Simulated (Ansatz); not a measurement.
Wires are cut from relaxed bulk AlN (P6_3mc, 10.46 Å³/atom, gap on the mesh 4.09 eV); atoms and period are relaxed, and energies count from that bulk.

All numbers below come from DFT PBEsol, scalar-relativistic, plane waves, PAW (Ansatz).

Plane waves to 420 eV, a k mesh through Γ of 1×1×7 on the computed 14-atom cell and Gaussian smearing (0.05 eV); collinear spin from starting moments 0.3 0.3 0.3 0.3 0.3 0.3 0.3 0.3 0.3 0.3 0.3 0.3 0.3 0.3 μB.

Start ([001] wire, 14 host atoms a period):

```yaml
crystal:
  lattice:
    - [13.70000, 0.00000, 0.00000]
    - [0.00000, 12.90000, 0.00000]
    - [0.00000, 0.00000, 4.98334]
  atoms:
    - { symbol: Al, position: [0.32954, 0.43032, 0.99900] }
    - { symbol: Al, position: [0.55682, 0.43032, 0.99900] }
    - { symbol: Al, position: [0.44318, 0.63936, 0.99900] }
    - { symbol: Al, position: [0.44318, 0.36064, 0.49900] }
    - { symbol: Al, position: [0.32954, 0.56968, 0.49900] }
    - { symbol: Al, position: [0.67046, 0.36064, 0.49900] }
    - { symbol: Al, position: [0.55682, 0.56968, 0.49900] }
    - { symbol: N, position: [0.32954, 0.43032, 0.38100] }
    - { symbol: N, position: [0.55682, 0.43032, 0.38100] }
    - { symbol: N, position: [0.44318, 0.63936, 0.38100] }
    - { symbol: N, position: [0.44318, 0.36064, 0.88100] }
    - { symbol: N, position: [0.32954, 0.56968, 0.88100] }
    - { symbol: N, position: [0.67046, 0.36064, 0.88100] }
    - { symbol: N, position: [0.55682, 0.56968, 0.88100] }
```

Question: Relax it.

Answer: The free energy falls by 575 meV/atom. It ends far from its start (an atom moved by over half a bond, or the period changed much).

| Item | Value |
| --- | --- |
| excess energy (eV per host atom) | 0.751 |
| line energy (eV/Å) | 2.840 |
| period (Å) | 3.700 |
| gap on the mesh (eV) | 2.16 |
| highest filled level or Fermi level under vacuum (eV) | 5.07 |
| size of the moment (μB per cell) | 0.00 |

Relaxed structure:
```yaml
crystal:
  lattice:
    - [13.70000, 0.00000, 0.00000]
    - [0.00000, 12.90000, 0.00000]
    - [0.00000, 0.00000, 3.70033]
  atoms:
    - { symbol: Al, position: [0.32247, 0.43036, 0.94000] }
    - { symbol: Al, position: [0.56859, 0.42306, 0.93999] }
    - { symbol: Al, position: [0.43970, 0.64586, 0.94000] }
    - { symbol: Al, position: [0.43765, 0.35674, 0.44000] }
    - { symbol: Al, position: [0.31971, 0.57577, 0.44000] }
    - { symbol: Al, position: [0.68607, 0.35098, 0.44000] }
    - { symbol: Al, position: [0.55729, 0.57667, 0.44000] }
    - { symbol: N, position: [0.31180, 0.42462, 0.44000] }
    - { symbol: N, position: [0.56483, 0.42537, 0.44000] }
    - { symbol: N, position: [0.43906, 0.65858, 0.44000] }
    - { symbol: N, position: [0.44092, 0.34540, 0.94000] }
    - { symbol: N, position: [0.31046, 0.58145, 0.94000] }
    - { symbol: N, position: [0.69238, 0.34712, 0.94001] }
    - { symbol: N, position: [0.56815, 0.57931, 0.94000] }
```

An odd mesh misses points on the zone edge, so a gap read on it can be too wide.

Each run keeps its start's symmetry and one magnetic start, so lower states can exist.

The run took 2.6 min on 4 threads of Intel(R) Xeon(R) Platinum 8488C (Sapphire Rapids), with other jobs on the host, peak memory 1.4 GiB.